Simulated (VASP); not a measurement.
# Si (a cell with a defect) in VASP: notebook, part 3 of 3

VASP 6.6.1. Earlier steps stand in the parts before.

### Step 5. Single point, PBE+D3(BJ)

The input, INCAR:

```
ALGO = Fast
EDIFF = 1E-6
ENCUT = 520
GGA = PE
ISIF = 2
ISMEAR = -1
IVDW = 12
LASPH = True
LCHARG = True
LELF = True
LREAL = Auto
LVHAR = True
LWAVE = False
NBANDS = 48
NELM = 100
PREC = Accurate
SIGMA = 0.02
```

The input, KPOINTS:

```
k-points
0
Gamma
  2 2 2
```

The input, POSCAR:

```
Si
1.0
    0.0000000000      5.4300000000      5.4300000000
    5.4300000000      0.0000000000      5.4300000000
    5.4300000000      5.4300000000      0.0000000000
Si
17
Direct
   -0.2342081031     -0.0511694291      0.0735819521
    0.1282780847      0.0245580110      0.2938766114
   -0.1338581952      0.0790147330      0.5860865562
   -0.0994106814      0.4043830571      0.4479558011
    0.0835174954      0.3866298343      0.0706813996
    0.0930662983      0.8717587477      0.0904696133
    0.0685543278      0.2716114180      0.7295119705
    0.0877716390      0.6742725599      0.7120441989
    0.4681675875      0.1466574586     -0.0828268877
    0.3281860037      0.4821270718      0.0816298343
    0.3086095764      0.1929742173      0.4102670350
    0.5228453039      0.3077624309      0.4699355433
    0.5958011050      0.6013259669     -0.2040331492
    0.7315193370      0.7661049724     -0.0886279926
    0.4630202578      0.7342909761      0.3726887661
    0.6513075506      0.8268324125      0.4663720074
    0.3056906077     -0.0830386740      0.6915469613
```

Potentials or basis: VASP PAW PBE potentials, release 64 (Si).

Run with:

```bash
$ cat potpaw_PBE.64/Si/POTCAR > POTCAR
$ mpirun -np 1 vasp_std > vasp.out
```

OUTCAR:

```text
EDIFF = 1E-6
   ENCUT = 520
   GGA = PE
   ISIF = 2
   ISMEAR = -1
   IVDW = 12
   LASPH = True
   LREAL = Auto
   NELM = 100
   PREC = Accurate
 IVDW          = 12

 ion  position               nearest neighbor table
   1  0.766  0.949  0.074-   6 2.33  14 2.46  16 2.47   9 2.53  15 2.85   3 3.12
   2  0.128  0.025  0.294-   3 2.20   5 2.38  15 2.53   6 2.54   9 2.87  11 2.93   8 2.97   4 3.04

   3  0.866  0.079  0.586-   2 2.20   4 2.27   8 2.62  14 2.64  12 2.64   9 2.83   1 3.12
   4  0.901  0.404  0.448-   3 2.27   5 2.55   7 2.58  11 2.65  16 2.86  13 3.03   2 3.04
   5  0.084  0.387  0.071-   2 2.38  10 2.38   8 2.52   4 2.55   9 2.60  14 3.03
   6  0.093  0.872  0.090-   1 2.33   2 2.54  17 2.58  10 2.63   7 2.93
   7  0.069  0.272  0.730-  11 2.37  17 2.47   4 2.58   6 2.93   8 3.10  12 3.11
   8  0.088  0.674  0.712-  14 2.30   5 2.52   3 2.62  15 2.82   2 2.97  17 2.98   7 3.10
   9  0.468  0.147  0.917-   1 2.53   5 2.60  14 2.60   3 2.83   2 2.87  12 2.89  10 2.92
  10  0.328  0.482  0.082-  13 2.29   5 2.38  11 2.38   6 2.63   9 2.92
  11  0.309  0.193  0.410-  17 2.14   7 2.37  10 2.38  12 2.51   4 2.65  16 2.75   2 2.93
  12  0.523  0.308  0.470-  11 2.51   3 2.64  15 2.81   9 2.89   7 3.11
  13  0.596  0.601  0.796-  16 2.21  10 2.29  17 2.43  14 2.61   4 3.03
  14  0.732  0.766  0.911-   8 2.30   1 2.46   9 2.60  13 2.61   3 2.64   5 3.03  15 3.03
  15  0.463  0.734  0.373-  16 2.39   2 2.53  12 2.81   8 2.82   1 2.85  17 2.86  14 3.03
  16  0.651  0.827  0.466-  13 2.21  17 2.30  15 2.39   1 2.47  11 2.75   4 2.86
  17  0.306  0.917  0.692-  11 2.14  16 2.30  13 2.43   7 2.47   6 2.58  15 2.86   8 2.98

  LATTYP: Found a face centered cubic cell.
 ALAT       =    10.8600000000

  Lattice vectors:

 A1 = (   0.0000000000,   5.4300000000,   5.4300000000)
 A2 = (   5.4300000000,   0.0000000000,   5.4300000000)
 A3 = (   5.4300000000,   5.4300000000,   0.0000000000)

Analysis of symmetry for initial positions (statically):
=====================================================================
 Subroutine PRICEL returns:
 Original cell was already a primitive cell.

 Routine SETGRP: Setting up the symmetry group for a
 face centered cubic supercell.

 Subroutine GETGRP returns: Found  1 space group operations
 (whereof  1 operations were pure point group operations)
 out of a pool of 48 trial point group operations.

The static configuration has the point symmetry C_1 .

Analysis of symmetry for dynamics (positions and initial velocities):
=====================================================================
 Subroutine PRICEL returns:
 Original cell was already a primitive cell.

 Routine SETGRP: Setting up the symmetry group for a
 face centered cubic supercell.

 Subroutine GETGRP returns: Found  1 space group operations
 (whereof  1 operations were pure point group operations)
 out of a pool of 48 trial point group operations.

The dynamic configuration has the point symmetry C_1 .

 Subroutine INISYM returns: Found  1 space group operations
 (whereof  1 operations are pure point group operations),
 and found     1 'primitive' translations

----------------------------------------------------------------------------------------

                                     Primitive cell

  volume of cell :     320.2060

  direct lattice vectors                    reciprocal lattice vectors
     0.000000000  5.430000000  5.430000000    -0.092081031  0.092081031  0.092081031
     5.430000000  0.000000000  5.430000000     0.092081031 -0.092081031  0.092081031
     5.430000000  5.430000000  0.000000000     0.092081031  0.092081031 -0.092081031

  length of vectors
[... 80 lines left out ...]
   dimension x,y,z NGX =    60 NGY =   60 NGZ =   60
   dimension x,y,z NGXF=   120 NGYF=  120 NGZF=  120
   ions per type =              17
   NGX,Y,Z   is equivalent  to a cutoff of  12.99, 12.99, 12.99 a.u.
   NGXF,Y,Z  is equivalent  to a cutoff of  25.98, 25.98, 25.98 a.u.
 SYSTEM =  unknown system
   PREC   = accura    normal or accurate (medium, high low for compatibility)
   ISTART =      0    job   : 0-new  1-cont  2-samecut
   ICHARG =      2    charge: 1-file 2-atom 10-const
   ISPIN  =      1    spin polarized calculation?
   LNONCOLLINEAR =      F non collinear calculations
   LSORBIT =      F    spin-orbit coupling
   LASPH  =      T    aspherical Exc in radial PAW
   ENCUT  =  520.0 eV  38.22 Ry    6.18 a.u.  14.28 14.28 14.28*2*pi/ulx,y,z
   NELM   =    100;   NELMIN=  2; NELMDL= -5     # of ELM steps
   EDIFF  = 0.1E-05   stopping-criterion for ELM
   LREAL  =      T    real-space projection
   EDIFFG = 0.1E-04   stopping-criterion for IOM
   NSW    =      0    number of steps for IOM
   IBRION =     -1    ionic relax: 0-MD 1-quasi-New 2-CG
   NFREE  =      0    steps in history (QN), initial steepest desc. (CG)
   ISIF   =      2    stress and relaxation
   ISYM   =      2    0-nonsym 1-usesym 2-fastsym
   POTIM  = 0.5000    time-step for ionic-motion
   TEBEG  =    0.0;   TEEND  =   0.0 temperature during run
   PSTRESS=    0.0 pullay stress
   NELECT =      68.0000    total number of electrons
   NUPDOWN=      -1.0000    fix difference up-down
   EMIN   =  10.00;   EMAX   =-10.00  energy-range for DOS
   EFERMI =   0.00;   METHOD = LEGACY
   ISMEAR =    -1;   SIGMA  =   0.02  broadening in eV -4-tet -1-fermi 0-gaus
   EFERMI_NEDOS =   21; number of points for ismear=-14 and -15
   IALGO  =     68    algorithm
   IMIX   =      4    mixing-type and parameters
     AMIX     =   0.40;   BMIX     =  1.00
     AMIX_MAG =   1.60;   BMIX_MAG =  1.00
  volume/ion in A,a.u.               =      18.84       127.11
  Fermi-wavevector in a.u.,A,eV,Ry     =   0.976715  1.845724 12.979587  0.953973
  Thomas-Fermi vector in A             =   2.107356
   LORBIT       =      0    0 simple, 1 ext, 2 COOP (PROOUT), +10 PAW based schemes
   GGA     = PE    functional components
   LHFCALC =     F    Hartree Fock is set to
   AEXX    =    0.0000 exact exchange contribution
   IVDW    =    12    specifies the selected vdW correction
   LEPSILON=     F    determine dielectric tensor
   LRPA    =     F    only Hartree local field effects (RPA)
 non-spin polarized calculation
 RMM-DIIS sequential band-by-band and
  energy-cutoff  :      520.00
  volume of cell :      320.21
 maximum number of plane-waves:      8646
 NGX is ok and might be reduce to    60
   NGX = 29   NGY = 29   NGZ = 29

 number of electron      68.0000000 magnetization

 Free energy of the ion-electron system (eV)
  ---------------------------------------------------
  ext. energy  EPLUGINS =         0.00000000
  ---------------------------------------------------
  free energy    TOTEN  =       -80.27863361 eV

  energy without entropy =      -80.26924487  energy(sigma->0) =      -80.27393924

 E-fermi :   6.6844     XC(G=0):  -9.8577

 val. band max:        6.6565556676   @ k =   0.0000   0.0000   0.0000
 cond. band min:       6.7216675886   @ k =   0.5000   0.0000   0.0000
 fundamental gap:      0.0651119211
 Fermi energy:         6.6843862642

 k-point     1 :       0.0000    0.0000    0.0000
  band No.  band energies     occupation
      1      -6.4454      2.00000
      2      -4.4282      2.00000
      3      -3.9390      2.00000
      4      -3.2462      2.00000
      5      -2.8797      2.00000
      6      -2.7233      2.00000
[... 381 lines left out ...]
     45       9.5680      0.00000
     46       9.6725      0.00000
 [bands above 46 left out]

------------------------ aborting loop because EDIFF is reached ----------------------------------------

 Edisp (eV)   -5.75949

 E8    (eV) :    -2.3648

  FORCE on cell =-STRESS in cart. coord.  units (eV):
  Direction    XX          YY          ZZ          XY          YZ          ZX
  --------------------------------------------------------------------------------------
  -------------------------------------------------------------------------------------
  Total      -4.23368    -7.25196     1.28826     0.37884    -4.33117    -7.32563
  in kB     -21.18358   -36.28579     6.44592     1.89556   -21.67138   -36.65437
  external pressure =      -17.01 kB  Pullay stress =        0.00 kB

 VOLUME and BASIS-vectors are now :
 -----------------------------------------------------------------------------
  energy-cutoff  :      520.00
  volume of cell :      320.21
      direct lattice vectors                 reciprocal lattice vectors
     0.000000000  5.430000000  5.430000000    -0.092081031  0.092081031  0.092081031
     5.430000000  0.000000000  5.430000000     0.092081031 -0.092081031  0.092081031
     5.430000000  5.430000000  0.000000000     0.092081031  0.092081031 -0.092081031

 POSITION                                       TOTAL-FORCE (eV/Angst)
 -----------------------------------------------------------------------------------
      5.55170      4.55780      9.31040         0.166105     -0.693061     -0.383665
      1.72910      2.29230      0.82990        -2.537543      0.175380      0.724067
      3.61150      7.88560      5.13220         1.372443     -0.323492     -2.110166
      4.62820      7.32260      7.08600         0.698138     -0.033583      0.890608
      2.48320      0.83730      2.55290        -0.025938     -0.553484      0.216707
      5.22490      0.99660      5.23900        -0.231891      0.505867      0.451362
[... 9 lines left out ...]
      7.02210      6.06900      8.02630        -1.216866     -0.740181      2.173169
      8.73420      5.41500      6.63900         0.669249      1.083393     -3.625192
 -----------------------------------------------------------------------------------
    total drift:                               -0.001509     -0.002759     -0.005786

  FREE ENERGIE OF THE ION-ELECTRON SYSTEM (eV)
  ---------------------------------------------------
  free  energy   TOTEN  =       -86.0381196506 eV

  energy  without entropy=      -86.0287309177  energy(sigma->0) =      -86.03342528
```

Run time: 2.3 min. Hardware: 1 thread of Intel Xeon Platinum 8559C (Emerald Rapids), shared host; peak memory 0.46 GiB.

Results:

```yaml
Free_energy: -86.0381 eV
Pressure: -1.7 GPa
Largest_force: 3.842 eV/Å
Band_gap_on_the_k_mesh: none (metal or under the smearing width)
Dispersion_energy_per_atom: -0.339 eV
```

Forces on the atoms (eV/Å):
```
Si   0.166 -0.693 -0.384
Si  -2.538  0.175  0.724
Si   1.372 -0.323 -2.110
Si   0.698 -0.034  0.891
Si  -0.026 -0.553  0.217
Si  -0.232  0.506  0.451
Si   1.358 -0.173  0.475
Si  -0.885  0.875  0.772
Si  -0.481 -0.190  0.260
Si   0.637 -0.264 -0.494
Si  -0.267 -1.501  2.239
Si   0.723  0.774  0.118
Si   0.064  2.095  0.294
Si   0.502 -0.528 -0.848
Si  -0.544 -0.508 -1.153
Si  -1.217 -0.740  2.173
Si   0.669  1.083 -3.625
```

Stress tensor (GPa, compression positive):
```
-2.12  0.19 -3.67
 0.19 -3.63 -2.17
-3.67 -2.17  0.64
```

Caveat: the k mesh is coarse (spacing up to 0.50 Å⁻¹), so the values aren't converged.

### Step 6. Single point, PBE+D3(BJ)

The input, INCAR:

```
PREC     = Accurate       # precision mode
ENCUT    = 520            # plane-wave cutoff, eV
EDIFF    = 1E-6           # SCF threshold, eV
ISMEAR   = -1             # smearing method
SIGMA    = 0.02           # smearing width, eV
LREAL    = Auto         
LASPH    = T              # aspherical terms in the spheres
NELM     = 80             # most SCF steps
ALGO     = Fast           # electronic algorithm
ISIF     = 2              # what is computed and relaxed
LWAVE    = F              # write WAVECAR
LCHARG   = F              # write CHGCAR
GGA      = PE             # functional
IVDW     = 12             # dispersion correction
NBANDS   = 48             # bands
```

The input, KPOINTS:

```
regular mesh
0
Gamma
  2 2 2
```

The input, POSCAR:

```
Si
1.0
    0.0000000000      5.4300000000      5.4300000000
    5.4300000000      0.0000000000      5.4300000000
    5.4300000000      5.4300000000      0.0000000000
Si
17
Direct
   -0.1985819521     -0.1190423573      0.1829650092
    0.3814825046      0.0564732965      0.1663259669
   -0.1555616943      0.1245119705      0.4266114180
   -0.0879742173      0.3918784530      0.5593554328
   -0.0041988950      0.4240147330      0.1579373849
    0.1349355433      0.9709576427      0.0783241252
   -0.0701841621      0.4854880295      0.8225782689
    0.0754419890      0.6817955801      0.4259023941
    0.5905432781      0.3658103131     -0.3640976059
    0.2817955801      0.5479281768     -0.0418139963
    0.2178360958      0.0630478821      0.7451841621
    0.4857918969      0.3210220994      0.4240055249
    0.5931860037      0.2672375691      0.0281952118
    0.6441712707      0.8352946593     -0.0609300184
    0.5485819521      0.6965930018      0.3491896869
    0.6942081031      0.7436924494      0.5906721915
    0.2374033149     -0.2206261510      0.6307366483
```

Potentials or basis: VASP PAW PBE potentials, release 64 (Si).

Run with:

```bash
$ cat potpaw_PBE.64/Si/POTCAR > POTCAR
$ mpirun -np 1 vasp_std > vasp.out
```

Wall time 4.4 min (1 thread of Intel Xeon Platinum 8559C (Emerald Rapids), shared host); peak memory 0.44 GiB.

It converged, with:

```
Free energy                : -86.3029 eV
Pressure                   : -2.9 GPa
Largest force              : 4.085 eV/Å
Band gap on the k mesh     : none (metal or under the smearing width)
Dispersion energy per atom : -0.349 eV
```

Forces in eV/Å, atoms in the order of the input:
```
Si  -0.157  0.285  0.795
Si   0.409 -1.410 -0.315
Si  -1.287  0.703  0.170
Si  -1.013  0.440  0.185
Si   0.319  0.010 -1.016
Si   2.296  2.304 -1.472
Si   0.370  0.642 -0.323
Si   0.046  0.447  0.693
Si   1.346  0.923 -1.179
Si   0.138  0.427  0.245
Si  -2.336 -2.640  2.064
Si  -0.256 -0.898 -1.175
Si  -0.115  0.376  0.784
Si  -0.327 -0.278  0.170
Si  -0.687  0.343  0.109
Si   0.607 -0.758  0.262
Si   0.647 -0.918  0.005
```

Stress tensor (GPa, compression positive):
```
-3.01  1.09 -1.44
 1.09 -2.03 -0.39
-1.44 -0.39 -3.74
```

Levels at points of the mesh, in eV from the Fermi level:
```csv
k point,band 31,band 32,band 33,band 34,band 35,band 36,band 37,band 38
"(0.00, 0.00, 0.00)",-0.42,-0.19,0.04,0.10,0.25,0.28,0.37,0.68
"(0.50, 0.00, 0.00)",-0.79,-0.70,-0.41,-0.22,0.29,0.39,0.78,0.86
"(0.00, 0.50, 0.00)",-0.94,-0.52,-0.42,-0.11,0.13,0.68,0.87,0.94
"(0.00, 0.00, 0.50)",-1.36,-0.82,-0.64,-0.28,0.29,0.35,0.82,1.27
"(0.50, 0.50, 0.50)",-0.92,-0.70,-0.52,-0.12,0.15,0.31,0.84,1.24
"(0.50, 0.50, 0.00)",-0.82,-0.58,-0.53,-0.30,-0.06,0.23,0.47,0.62
"(0.00, 0.50, 0.50)",-0.97,-0.88,-0.63,-0.50,-0.23,0.06,0.57,0.83
"(0.50, 0.00, 0.50)",-0.86,-0.55,-0.43,-0.05,0.27,0.54,0.71,0.76
```

Caveat: the k mesh is coarse (spacing up to 0.50 Å⁻¹), so the values aren't converged.
